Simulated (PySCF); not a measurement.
Atom-mapped SMILES (the numbers label the heavy atoms): `[OH:1][c:2]1[cH:3][cH:4][cH:5][cH:6][cH:7]1`. Each H is labelled by its parent atom.

GIAO PBE0/pcSseg-1 shifts (PySCF 2.14.0 with density-fitted response routines, gas phase, non-relativistic, equivalent atoms averaged), each against references optimised in the same way as the molecule (H2O, TMS).

On the GFN2-xTB geometry: O1 126.6, C2 163.8, C4/C6 135.3, C5 124.8, C3/C7 118.7, H(C4)/H(C6) 7.53, H(C5) 7.11, H(C3)/H(C7) 6.95, H(O1) 4.22 ppm.

Question: What changes on the PBE0-D3(BJ)/def2-SVP geometry?

Answer: 
| atoms | δ (ppm) | change |
| --- | --- | --- |
| O1 | 124.6 | -2.0 |
| C2 | 162.1 | -1.7 |
| C4/C6 | 135.5 | +0.2 |
| C5 | 124.5 | -0.3 |
| C3/C7 | 118.1 | -0.6 |
| H(C4)/H(C6) | 7.33 | -0.20 |
| H(C5) | 6.94 | -0.17 |
| H(C3)/H(C7) | 6.75 | -0.20 |
| H(O1) | 3.77 | -0.45 |

Bonds between heavy atoms that differ most (equivalent bonds averaged): O1–C2 1.361 → 1.350 Å, C4–C5 1.384 → 1.395 Å, C3–C4 1.382 → 1.392 Å, C2–C3 1.391 → 1.399 Å. Mean change of bonds to hydrogen: O–H -0.002 Å, C–H +0.013 Å.
